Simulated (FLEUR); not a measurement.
Here is a FLEUR MaX-R8.1 (later development tree) calculation.

The input inp.xml:

```xml
<?xml version="1.0" encoding="UTF-8" standalone="no"?>
<fleurInput fleurInputVersion="0.39">
   <comment>
      MnO2                                                                                                
   </comment>
   <calculationSetup>
      <cutoffs Kmax="5.24" Gmax="16.2" GmaxXC="16.2" numbands="0"/>
      <scfLoop itmax="100" minDistance="0.0002" maxIterBroyd="50" imix="Anderson" alpha="0.05" precondParam="0.0" spinf="2.0" sdNocoIR="T"/>
      <coreElectrons ctail="T" frcor="F" kcrel="0" coretail_lmax="0"/>
      <xcFunctional name="PBEs" relativisticCorrections="F"/>
      <magnetism jspins="2"/>
      <soc l_soc="F" theta="0.0" phi="0.0" spav="F"/>
      <expertModes spex="0" secvar="F"/>
      <geometryOptimization l_f="F" forcealpha="1.0" forcemix="BFGS" epsdisp="0.00001" epsforce="0.00001"/>
      <ldaU l_linMix="F" mixParam="0.05" spinf="1.0"/>
   </calculationSetup>
   <cell>
      <bzIntegration valenceElectrons="27.0" mode="hist" fermiSmearingEnergy="0.00183747">
         <kPointListSelection listName="default-1"/>
         <!-- k-points included here -->
         <xi:include xmlns:xi="http://www.w3.org/2001/XInclude" href="kpts.xml"> </xi:include>
      </bzIntegration>
      <!-- symmetry operations included here -->
      <xi:include xmlns:xi="http://www.w3.org/2001/XInclude" href="sym.xml"> </xi:include>
      <bulkLattice scale="1.0">
         <bravaisMatrix>
            <row-1>    5.3981504144642116     0.0000000000000000     0.0000000000000000</row-1>
            <row-2>   -2.6990752072321058     4.6749353925215278     0.0000000000000000</row-2>
            <row-3>    0.0000000000000000     0.0000000000000000     8.6953367681600700</row-3>
         </bravaisMatrix>
      </bulkLattice>
   </cell>
   <atomSpecies>
      <species name="Manganese 4.000" element="Mn" atomicNumber="25">
         <mtSphere radius="1.87" gridPoints="625" logIncrement="0.019"/>
         <atomicCutoffs lmax="8" lnonsphr="8"/>
         <electronConfig flipSpins="F">
            <coreConfig>(1s1/2) (2s1/2) (2p1/2) (2p3/2)</coreConfig>
            <valenceConfig>(3s1/2) (3p1/2) (3p3/2) (4s1/2) (3d3/2) (3d5/2)</valenceConfig>
            <stateOccupation state="(3d3/2)" spinUp="1.5" spinDown="0.5"/>
            <stateOccupation state="(3d5/2)" spinUp="3.0" spinDown="0.0"/>
         </electronConfig>
         <energyParameters s="4" p="4" d="3" f="4"/>
         <ldaU l="2" U="3" J="0.0" l_amf="F"/>
         <lo type="SCLO" l="0" n="3" eDeriv="0"/>
         <lo type="SCLO" l="1" n="3" eDeriv="0"/>
         <lo type="SCLO" l="1" n="3" eDeriv="1"/>
         <lo type="SCLO" l="3" n="4" eDeriv="2"/>
      </species>
      <species name="Oxygen (O)" element="O" atomicNumber="8">
         <mtSphere radius="1.43" gridPoints="477" logIncrement="0.022"/>
         <atomicCutoffs lmax="8" lnonsphr="8"/>
         <electronConfig flipSpins="F">
            <coreConfig>(1s1/2)</coreConfig>
            <valenceConfig>(2s1/2) (2p1/2) (2p3/2)</valenceConfig>
            <stateOccupation state="(2p1/2)" spinUp="0.666667" spinDown="0.666667"/>
            <stateOccupation state="(2p3/2)" spinUp="1.333333" spinDown="1.333333"/>
         </electronConfig>
         <energyParameters s="2" p="2" d="3" f="4"/>
         <lo type="SCLO" l="0" n="2" eDeriv="2"/>
         <lo type="SCLO" l="1" n="2" eDeriv="2"/>
         <lo type="SCLO" l="2" n="3" eDeriv="2"/>
      </species>
   </atomSpecies>
   <atomGroups>
      <atomGroup species="Manganese 4.000">
         <relPos label="                   1">.0000000000 .0000000000 1.000/2.000</relPos>
         <force calculate="T" relaxXYZ="TTT"/>
      </atomGroup>
      <atomGroup species="Oxygen (O)">
         <relPos label="                   2">1.000/3.000 -1.000/3.000 -.2937074300</relPos>
         <relPos label="                   3">-1.000/3.000 1.000/3.000 .2937074300</relPos>
         <force calculate="T" relaxXYZ="TTT"/>
      </atomGroup>
   </atomGroups>
   <output dos="F" band="F" slice="F">
      <checks vchk="F" cdinf="F"/>
      <bandDOS minEnergy="-.5*Htr" maxEnergy="0.5*Htr" sigma="0.015" storeEVData="T"/>
      <vacuumDOS vacdos="F" integ="F" star="F" nstars="0" locx1="0.0" locy1="0.0" locx2="0.0" locy2="0.0" nstm="0" tworkf="0.0"/>
      <unfoldingBand unfoldBand="F" supercellX="1" supercellY="1" supercellZ="1"/>
      <plotting iplot="0" polar="F">
         <plot TwoD="T" vec1="  1.0  0.0  0.0" vec2="  0.0  1.0  0.0" vec3="  0.0  0.0  1.0" zero="  0.0  0.0  0.0" file="plot"/>
      </plotting>
      <chargeDensitySlicing numkpt="0" minEigenval="0.0" maxEigenval="0.0" nnne="0" pallst="F"/>
      <specialOutput eonly="F"/>
      <moessbauerParams electricFieldGradient="T" isomerShift="T" coreHyperfine="T" valenceHyperfine="T"/>
      <magneticCircularDichroism mcd="F" energyLo="-10.0" energyUp="0.0"/>
   </output>
  <!-- We include the file relax.xml here to enable relaxations (see documentation) -->
  <xi:include xmlns:xi="http://www.w3.org/2001/XInclude" href="relax.xml"> <xi:fallback/> </xi:include>
</fleurInput>
```

The input crystal.txt:

```
MnO2
&input cartesian=F /
2.8565781804  0.0000000000  0.0000000000
-1.4282890902  2.4738692722  0.0000000000
0.0000000000  0.0000000000  4.6013740589
1.8897261246
1.0 1.0 1.0

3
25 0.0000000000  0.0000000000  0.5000000000 : 4.000
8 0.3333333333  0.6666666667  0.7062925700
8 0.6666666667  0.3333333333  0.2937074300

&kpt div1=9 div2=9 div3=5 gamma=T /
```

Potentials or basis: all-electron, FLAPW.

The run is started by

```console
$ inpgen -f crystal.txt -profile fastHighL
$ # inp.xml edited to the form shown
$ fleur_MPI
```

(1) Estimate the site moments.

(2) Estimate the band gap on the k mesh.

(3) Estimate the net moment.

Answers

(1) Mn +2.85; O -0.03 μB.

(2) 2.12 eV, indirect (least direct gap 2.33 eV).

(3) 3.00 μB per cell.

Caveat: an odd mesh through Γ misses points on the zone boundary, where band edges often lie; a cell with one magnetic atom can't hold antiferromagnetic order, which such compounds often take.
